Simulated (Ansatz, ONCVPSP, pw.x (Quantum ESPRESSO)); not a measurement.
## What a changed setting does to a pw.x run (fcc Ru)

Potential: optimised norm-conserving Vanderbilt (ONCV), ONCVPSP 4.0.1.1 (patched build), LDA (Perdew-Wang 92); core [Ar] 3d10, reference 4s2 4p6 4d7.5 5s0.5; waves: 4s+5s: rc 1.80 bohr, ncon 4, nbas 7, qcut 8.7 1/bohr, 2 projectors; 4p: rc 1.60 bohr, ncon 4, nbas 7, qcut 9.1 1/bohr, 3 projectors, debl 3.3 Ha; 4d: rc 1.65 bohr, ncon 4, nbas 8, qcut 9.1 1/bohr, 1 projector; local part: polynomial inside 1.40 bohr (lpopt 5, dvloc0 0 Ha); core correction: Teter function, fcfact 4.5, rcfact 1.

The reference run (k-mesh 15³, cutoffs 75/300 Ry, Fermi–Dirac 0.01 Ry, mixing_beta 0.4, conv_thr 1e-9, no spin) gives 1.86 GPa at 13.127 Å³/atom, where all-electron LAPW gives 0.99 GPa. This run, with its own iteration cap, changes ecutrho/ecutwfc to 6.

```
&control
  calculation='scf', prefix='x', pseudo_dir='./', outdir='./tmp', tstress=.true., disk_io='none'
/
&system
  ibrav=0, nat=1, ntyp=1, ecutwfc=75, ecutrho=450, nbnd=16,
  occupations='smearing', smearing='fd', degauss=0.01
/
&electrons
  conv_thr=1e-09, mixing_beta=0.4, electron_maxstep=70
/
ATOMIC_SPECIES
Ru 1.0 Ru.UPF
CELL_PARAMETERS angstrom
  0.00000000 1.87231319 1.87231319
  1.87231319 0.00000000 1.87231319
  1.87231319 1.87231319 0.00000000
ATOMIC_POSITIONS crystal
Ru 0.0000 0.0000 0.0000
K_POINTS automatic
15 15 15 0 0 0
```

```bash
pw.x < Ru.scf.in > Ru.scf.out
```

Q: How does the run end?

A: It converges in 8 iterations; the free energy moves by +0.0 meV/atom and the pressure by +0.00 GPa. The result is that of the reference run.

```
Message from routine setup:
     using ibrav=0 with symmetry is DISCOURAGED, use correct ibrav instead
     lattice parameter (alat)  =       5.0037  a.u.
     unit-cell volume          =      88.5854 (a.u.)^3
     number of electrons       =        16.00
     number of Kohn-Sham states=           16
     kinetic-energy cutoff     =      75.0000  Ry
     charge density cutoff     =     450.0000  Ry
     scf convergence threshold =      1.0E-09
     Exchange-correlation= SLA  PW   NOGX NOGC
     number of k points=   120  Fermi-Dirac smearing, width (Ry)=  0.0100
     iteration #  1     ecut=    75.00 Ry     beta= 0.40
     total energy              =    -194.26768706 Ry
     estimated scf accuracy    <       0.19367697 Ry
     iteration #  2     ecut=    75.00 Ry     beta= 0.40
     total energy              =    -194.29382279 Ry
     estimated scf accuracy    <       0.00669441 Ry
     iteration #  3     ecut=    75.00 Ry     beta= 0.40
     total energy              =    -194.29397867 Ry
     estimated scf accuracy    <       0.00114911 Ry
     iteration #  4     ecut=    75.00 Ry     beta= 0.40
     total energy              =    -194.29405938 Ry
     estimated scf accuracy    <       0.00003441 Ry
     iteration #  5     ecut=    75.00 Ry     beta= 0.40
     total energy              =    -194.29406779 Ry
     estimated scf accuracy    <       0.00000388 Ry
     iteration #  6     ecut=    75.00 Ry     beta= 0.40
     total energy              =    -194.29406831 Ry
     estimated scf accuracy    <          8.0E-09 Ry
     iteration #  7     ecut=    75.00 Ry     beta= 0.40
     total energy              =    -194.29406831 Ry
     estimated scf accuracy    <          1.7E-09 Ry
     iteration #  8     ecut=    75.00 Ry     beta= 0.40
     the Fermi energy is    24.2076 ev
!    total energy              =    -194.29406831 Ry
     estimated scf accuracy    <          3.8E-10 Ry
     smearing contrib. (-TS)   =      -0.00429669 Ry
     The total energy is F=E-TS. E is the sum of the following terms:
     one-electron contribution =     -32.11695131 Ry
     hartree contribution      =      28.03267857 Ry
     xc contribution           =     -24.33892228 Ry
     ewald contribution        =    -165.86657661 Ry
     convergence has been achieved in   8 iterations
          total   stress  (Ry/bohr**3)                   (kbar)     P=       18.56
     Message from routine punch:
     Nothing written, as per user request (disk_io='none')
```

The run took about 38 s on one core of a shared host (Neoverse-N1, 64 threads, 124 GiB, load 55).
